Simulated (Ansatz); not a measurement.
# CdS: stress in a strained cell, part 2 of 2

Aim: deform CdS (equal xx and yy strain of -2 %) and compute stress, forces and field gradients with LAPW, PAW and all-electron datasets made for the crystal.

Ansatz 0.2.0; DFT PBE; a database cell (COD). «Crystal datasets» are all-electron PAW datasets made for this crystal. Earlier steps stand in the parts before.

### 5 All-electron PAW on datasets made for the crystal

The input, input.yaml:

```yaml
crystal:
  lattice:
    - [4.0521032193, 0.0, 0.0]
    - [-2.0260516097, 3.5092243267, 0.0]
    - [0.0, 0.0, 6.749]
  atoms:
    - { symbol: Cd, position: [0.3333333333, 0.6666666667, 0.0] }
    - { symbol: Cd, position: [0.6666666667, 0.3333333333, 0.5] }
    - { symbol: S, position: [0.3333333333, 0.6666666667, 0.385] }
    - { symbol: S, position: [0.6666666667, 0.3333333333, 0.885] }
kpoints:
  mp_grid: { grid: [7, 7, 4] }
scf:
  occupations: { method: fermi_dirac, width: 0.01 }
hamiltonian:
  xc: pbe
  pseudopotentials: { kind: all_electron, datasets: crystal }
output:
  forces: true
  stress: true
  eigenvalues: true
  efg: { contact_densities: true }
```

Run with:

```
> ansatz run input.yaml --threads 1 --pin off --max-ram 4096MiB --backend cpu --events-out ev --progress --plain --runs-dir out
```

What it wrote:

```text
hamiltonian.pseudopotentials.datasets: crystal makes datasets for this crystal and solves the spheres of its atoms anew in each pass: cutoff 260.0 eV, the density's 1040.0 eV; for an error of 0.50 meV an atom under PBE, 2.0 meV for the cell; an energy difference from a run of another recipe may be off by several times the error for the cell, under r2SCAN by more, where some 0.1 meV an atom stays at smaller errors; S in spheres of 1.095 Å, 6 of its electrons in bands; Cd in spheres of 1.360 Å, 12 of its electrons in bands, 8 on its site; only band paths and densities of states list, in semicore columns, the levels of the semicore shells that are solved separately: 4s of Cd, 4p of Cd
Cd: output.efg is read without spin–orbit coupling, which moves field gradients at and beside such atoms by some per cent and up to a factor of two; PAW files take it under magnetization.noncollinear and magnetization.spin_orbit
Engine: ansatz 0.2.0
Pseudopotentials: kind: all_electron
Pseudopotential: Cd, paw, valence charge 20, recommended cutoff 260 eV (normal), Koelling and Harmon's equation, gaussian nucleus
Pseudopotential: S, paw, valence charge 6, recommended cutoff 260 eV (normal), Koelling and Harmon's equation, gaussian nucleus
Functional definition: PBE
  parameter kappa = 0.804
  parameter beta = 0.06672455060314922
  exchange = pbe_x(kappa = kappa, mu = beta*pi^2/3)
  correlation = pbe_c(beta = beta)
Crystal: 4 atoms, lattice volume = 95.969 Å³
Basis set: ecut = 260 eV, 917 PW (Γ), exchange–correlation on 48×48×72 points (8 copies of the dense FFT grid, shifted against one another)
Bands: 22, of which v1, the nominal top of the filled ones, is band 18 counted from 1 (17 counted from 0)
Symmetry: 12 space group operations
Space group: P63mc (ITA 186), of the structure as read, at distance tolerance 4.6e-5 Å
k-points: 24 of 196 (time reversal used)
Non-local potential: Cd, projectors of the file, l = 0: 1, l = 1: 1, l = 2: 2
Non-local potential: S, projectors of the file, l = 0: 1, l = 1: 1, l = 2: 2
PAW form: soft (Blöchl's): semilocal exchange-correlation on the pseudo side does not see the compensation charge
PAW one-centre angular grid: Cd, 590 points (default); XC on its mesh's 1865 points in the sphere
PAW one-centre angular grid: S, 110 points (default); XC on its mesh's 1913 points in the sphere
Initial density: superposition of atomic densities (neutral atoms: chi_scale 0, normalization atom)
Initial wavefunctions: pseudopotential atomic-orbital guess
Functional: x = pbe(κ = 0.804, μ = 0.2195149727645171), c = pbe(β = 0.06672455060314922)
iter 1 solved again at ethr=9.04e-3 eV; its pass at ethr=1.00e-1 eV (dr2=3.25e0 eV) is discarded
SCF iter   1: F=—  HF=-326199.715222 eV  |F-HF|=—  |Δ(HF+E_count)|=         —  Δρ=4.11e-2  dr2=3.26e0  ethr=9.04e-3  ⟨swp⟩=2.2  Hψ=2671  notcnv=0
preconditioner: auto → Resta (q_TF=auto, 2.317 Å⁻¹)  ε∞=5.6  [insulator: Δε(μ)=1.779 eV  Ē_g=10.625 eV  σ=0.010 eV  W_gap=1.00  n_scr=22 (ndim 8)  ℏωp=22.7 eV  f_vac=0.015  D(μ)=0.00/eV (n_scr^D=0)  ε∞_Penn≈5.6]
SCF iter   2: F=—  HF=-326198.812534 eV  |F-HF|=—  |Δ(HF+E_count)|=   9.03e-1  Δρ=1.91e-2  dr2=5.54e-1  ethr=9.04e-3  ⟨swp⟩=3.1  Hψ=1199  notcnv=0  defer=2
iter 3 solved again at ethr=9.75e-5 eV; its pass at ethr=1.54e-3 eV (dr2=3.51e-2 eV) is discarded
SCF iter   3: F=—  HF=-326198.677365 eV  |F-HF|=—  |Δ(HF+E_count)|=   1.35e-1  Δρ=6.46e-3  dr2=3.53e-2  ethr=9.75e-5  ⟨swp⟩=2.8  Hψ=2576  notcnv=0  defer=5
SCF iter   4: F=—  HF=-326198.684067 eV  |F-HF|=—  |Δ(HF+E_count)|=   6.70e-3  Δρ=2.73e-3  dr2=6.34e-3  ethr=9.75e-5  ⟨swp⟩=3.3  Hψ=1427  notcnv=0  defer=4
SCF iter   5: F=—  HF=-326198.684707 eV  |F-HF|=—  |Δ(HF+E_count)|=   6.40e-4  Δρ=7.57e-4  dr2=7.50e-4  ethr=1.76e-5  ⟨swp⟩=3.4  Hψ=1430  notcnv=0  defer=5
SCF iter   6: F=—  HF=-326198.685271 eV  |F-HF|=—  |Δ(HF+E_count)|=   5.64e-4  Δρ=3.94e-4  dr2=2.42e-4  ethr=2.08e-6  ⟨swp⟩=3.2  Hψ=1277  notcnv=0  defer=6
SCF iter   7: F=—  HF=-326198.685617 eV  |F-HF|=—  |Δ(HF+E_count)|=   3.47e-4  Δρ=1.17e-4  dr2=1.43e-5  ethr=6.71e-7  ⟨swp⟩=3.7  Hψ=1318  notcnv=0  defer=6
SCF iter   8: F=—  HF=-326198.685721 eV  |F-HF|=—  |Δ(HF+E_count)|=   1.03e-4  Δρ=3.24e-5  dr2=1.57e-6  ethr=3.99e-8  ⟨swp⟩=3.2  Hψ=1330  notcnv=0  defer=5
SCF iter   9: F=-326198.685723 eV  HF=-326198.685723 eV  |F-HF|=1.18e-7  |Δ(HF+E_count)|=   2.27e-6  Δρ=7.09e-6  dr2=6.12e-8  ethr=4.36e-9  ⟨swp⟩=3.0  Hψ=1275  notcnv=0  defer=1
SCF 1 converged in 9 iterations: F = -326198.685719 eV  dr2 = 6.12e-8
  Residual-converged pass: ⟨swp⟩=4.0  Hψ=1595  notcnv=0  max |occ|·‖R‖ = 6.2e-6 eV (tolerance 6.7e-6 eV)  dr2=6.24e-8  dr2_onsite=3.94e-8  max |Δocc| = 0.0e0
SCF converged after 9 iterations
Free energy (F): -326198.685719 eV
Harris-Foulkes:  -326198.685719 eV  (|F-HF|=1.18e-7)
Internal energy: -326198.685719 eV  (E = F + TS)
E sigma→0 (E₀):  -326198.685719 eV
Past the cutoff: the bands carry plane waves up to 1.75 times it, of which those up to 1.5 times it add -0.000307 eV an atom, each by itself; the spheres take 0.000346 eV an atom off the energy for waves past 1.75 times it
By the cutoff:   a pressure is off by up to 0.007 GPa (1.2 times the spheres' own share and the shells' term, over an atom's volume, and 0.004 GPa: a bound that held against runs at twice the plane waves)
Past the cutoffs: a stress includes 0.0011 GPa for waves and charges beyond them, in addition to the slope of what the spheres take
In the spheres:  the bands' charges fall short by 1.8e-6 e at most (sound up to 1e-3), those of shells solved beside the bands by 1.8e-7 e (sound up to 5e-4)
Fermi energy:    8.927028 eV
--- Per-component energies (eV) ---
  The terms above E_closure are by the made datasets' own strengths, without shells solved beside the bands.
--- Forces (eV/Å), atoms counted from 1 ---
  atom   1  Cd     0.00000000    -0.00000000     0.45364723
  atom   2  Cd    -0.00000000     0.00000000     0.45364723
  atom   3  S      0.00000000    -0.00000000    -0.45363703
  atom   4  S     -0.00000000     0.00000000    -0.45363703
  max |Σ_I F_I| component: 2.04e-5 eV/Å
--- Stress (GPa, compression-positive) ---
        7.308428       0.000000       0.000000
        0.000000       7.308428       0.000000
        0.000000       0.000000       2.259259
  P = ⅓ Tr σ = 5.6254 GPa (56.254 kbar)
  It holds what live shells' own plane waves past their cutoff add
--- PAW observables at the nuclei: V_zz in 10²¹ V/m², potentials from the cell's mean, atoms counted from 1 ---
  atom   1  Cd V_zz =    +4.897019   η = 0.0000   by run symmetry: allowed
            electrostatic potential = -7704.518257 V   contact ρ = 1035884.544872 e/Å³
  atom   2  Cd V_zz =    +4.897019   η = 0.0000   by run symmetry: allowed
            electrostatic potential = -7704.518257 V   contact ρ = 1035884.544872 e/Å³
  atom   3  S  V_zz =    -0.363496   η = 0.0000   by run symmetry: allowed
            electrostatic potential = -1634.000537 V   contact ρ = 19784.075085 e/Å³
  atom   4  S  V_zz =    -0.363496   η = 0.0000   by run symmetry: allowed
            electrostatic potential = -1634.000537 V   contact ρ = 19784.075085 e/Å³
--- Band table (eV; the first three rows and the last of 24) ---
  k-point 0: bands = ["-4.3389", "-3.9097", "0.3800", "0.3800", "0.4506", "0.4506", "0.4869", "0.8940", "0.8940", "0.9888", "0.9888", "1.3473", "3.8046", "7.5767", "7.5767", "8.1563", "8.2787", "8.2787", "9.5684", "11.1352"]
  k-point 1: bands = ["-4.2752", "-3.9709", "0.3877", "0.3877", "0.4376", "0.4376", "0.5347", "0.9102", "0.9102", "0.9773", "0.9773", "1.0779", "4.4235", "7.1746", "7.6739", "7.6739", "8.1699", "8.1699", "10.4342", "11.2068"]
  k-point 2: bands = ["-4.1218", "-4.1218", "0.4101", "0.4101", "0.4101", "0.4101", "0.7186", "0.7186", "0.9460", "0.9460", "0.9460", "0.9460", "5.7273", "5.7273", "7.9162", "7.9162", "7.9162", "7.9162", "11.1920", "11.1920"]
  k-point 23: bands = ["-3.7681", "-3.7681", "0.6221", "0.6221", "0.6643", "0.6643", "0.8535", "0.8535", "0.9339", "0.9339", "1.4931", "1.4931", "4.0812", "4.0812", "5.7639", "5.7639", "7.0271", "7.0271", "12.5827", "12.5827"]
```

Wall time 13 s (1 thread of Intel Xeon Platinum 8488C (Sapphire Rapids), shared host); peak memory 0.76 GiB.

This run gives: pressure 5.63 GPa; gap on the k mesh 1.29 eV; largest force 0.454 eV/Å; Vzz Cd1 4.90 (η = 0.00), S3 -0.36 (η = 0.00) (10²¹ V/m²).

### 6 Side by side

Stress (GPa, compression positive):

```
          method    xx    yy    zz    yz    xz    xy
            LAPW  7.31  7.31  2.26  0.00  0.00  0.00
             PAW  7.27  7.27  2.23  0.00  0.00  0.00
crystal datasets  7.31  7.31  2.26  0.00  0.00  0.00
```

Forces (eV/Å):

```
atom  LAPW x  LAPW y  LAPW z  PAW x  PAW y   PAW z  crystal datasets x  crystal datasets y  crystal datasets z
 Cd1   0.000   0.000   0.454  0.000  0.000   0.452               0.000               0.000               0.454
 Cd2   0.000   0.000   0.454  0.000  0.000   0.452               0.000               0.000               0.454
  S3   0.000   0.000  -0.454  0.000  0.000  -0.452               0.000               0.000              -0.454
  S4   0.000   0.000  -0.454  0.000  0.000  -0.452               0.000               0.000              -0.454
```

```
          method  pressure (GPa)  gap on the k mesh (eV)  largest force (eV/Å)  Vzz Cd1 (10²¹ V/m²)  Vzz S3 (10²¹ V/m²)  SCF cycles, all passes
            LAPW            5.63                    1.29                 0.454                    –                   –                       9
             PAW            5.59                    1.29                 0.452                 4.85               -0.36                       6
crystal datasets            5.63                    1.29                 0.454                 4.90               -0.36                       9
```

### 7 Results

This closing draws on all 2 parts.

```
                                 quantity                                           value
                                 pressure  LAPW 5.63, PAW 5.59, crystal datasets 5.63 GPa
largest shear or deviatoric stress (LAPW)                                        3.37 GPa
```

What this shows: The largest part of the stress beyond the pressure is 3.37 GPa in size, in the zz component; the atoms are carried along and not relaxed. No run of the undeformed cell stands beside it, so the pressure holds what the given cell had before the change. PAW: stress within 0.04 GPa of LAPW, forces within 1 meV/Å. Crystal datasets: stress within 0.01 GPa of LAPW, forces within 1 meV/Å.
